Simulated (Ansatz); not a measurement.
## MoS2: largest V_zz and pressure against volume scale

Periodic Kohn-Sham DFT of a crystal at fixed atoms, scaled to volume_scale times the given cell; pressure positive in compression, energy less spherical unpolarised free atoms, largest_vzz the field gradient of largest size among the nuclei. The results are calculated, by Ansatz 0.2.0.

The cell before it is scaled or strained (space group P6_3/mmc, No. 194):
```
MoS2
1.0
      3.1610     0.0000     0.0000
     -1.5805     2.7375     0.0000
      0.0000     0.0000    12.2950
Mo S
2 4
Direct
  0.33333 0.66667 0.25000
  0.66667 0.33333 0.75000
  0.33333 0.66667 0.62750
  0.66667 0.33333 0.12750
  0.33333 0.66667 0.87250
  0.66667 0.33333 0.37250
```

Settings of every row: method all-electron PAW; functional LDA; relativity scalar; k mesh 10x10x3; filling fermi-dirac; smearing width 0.03 eV; nucleus gaussian.

Atom start moment: 0 on all atoms.

Limits: a layered crystal: even scaling strains the bonds within the layers, so this curve is stiffer than the crystal under pressure; field gradient without spin-orbit coupling on heavy atoms.

```
row  volume scale  V (Å³/atom)  largest V_zz (1e21 V/m^2)  pressure (GPa)
  1          0.94       16.668                    -10.065          12.632
  2          0.96       17.023                      -9.82           8.376
  3          0.98       17.377                     -9.581           4.551
  4          0.99       17.555                     -9.465           2.786
  5             1       17.732                     -9.351           1.113
  6          1.01       17.909                     -9.239          -0.473
  7          1.02       18.087                     -9.129          -1.977
  8          1.04       18.441                     -8.913          -4.755
  9          1.06       18.796                          ?               ?
```

Question: what largest V_zz and pressure should row 9 give?

Worked fit of largest V_zz. Take t = volume scale − 0.99. The shown rows have t = -0.05, -0.03, -0.01, 0, 0.01, 0.02, 0.03, 0.05. Least squares give largest V_zz = −9.4653 + 11.518 × t − 9.55 × t² 1e21 V/m^2; a straight line predicts inner rows, each left out in turn, worse (root mean square 0.0074 against 0.00055 1e21 V/m^2). The rows lie off it by 0.000, -0.001, 0.000, 0.000, 0.000, 0.000, -0.001, 0.000. The withheld row has t = 0.07, so the fit gives −9.4653 + 11.518 × (0.07) − 9.55 × (0.07)² = -8.706 1e21 V/m^2.

The calculation gave -8.706 1e21 V/m^2. The fit meets it to the printed digit. This row lies beyond the range of the fit.

Worked fit of pressure. Take u = (V_r/V)^(2/3) − 1 with V_r = 17.643 Å³ an atom, which is twice the finite (Eulerian) strain; such expansions in the strain, on which the Birch-Murnaghan equation of state is built, carry the rest volume and the bulk modulus. The shown rows have u = 0.03863, 0.02414, 0.01018, 0.00334, -0.00335, -0.00993, -0.01643, -0.02906. Least squares give pressure = 1.9411 + 250.161 × u + 685.89 × u² GPa; a straight line predicts inner rows, each left out in turn, worse (root mean square 0.24 against 0.0063 GPa). The rows lie off it by 0.004, -0.004, -0.008, 0.002, 0.002, 0.002, 0.007, -0.006 (root mean square 0.0049 GPa). The pressure vanishes at u = -0.0079, or V = 17.86 Å³ an atom, and there the bulk modulus at fixed shape and fractions is B = −V dP/dV = (2/3)(1 + u) dP/du = 158 GPa. Letting shape and atoms relax would as a rule lower it, by much in layered, chain or molecular crystals. The withheld row has u = -0.04133, so the fit gives 1.9411 + 250.161 × (-0.04133) + 685.89 × (-0.04133)² = -7.226 GPa.

The calculation gave -7.249 GPa. The fit lies 0.023 GPa (0.12 % of the column's range) above it; its largest miss of a shown row is 0.008 GPa. This row lies beyond the range of the fit.
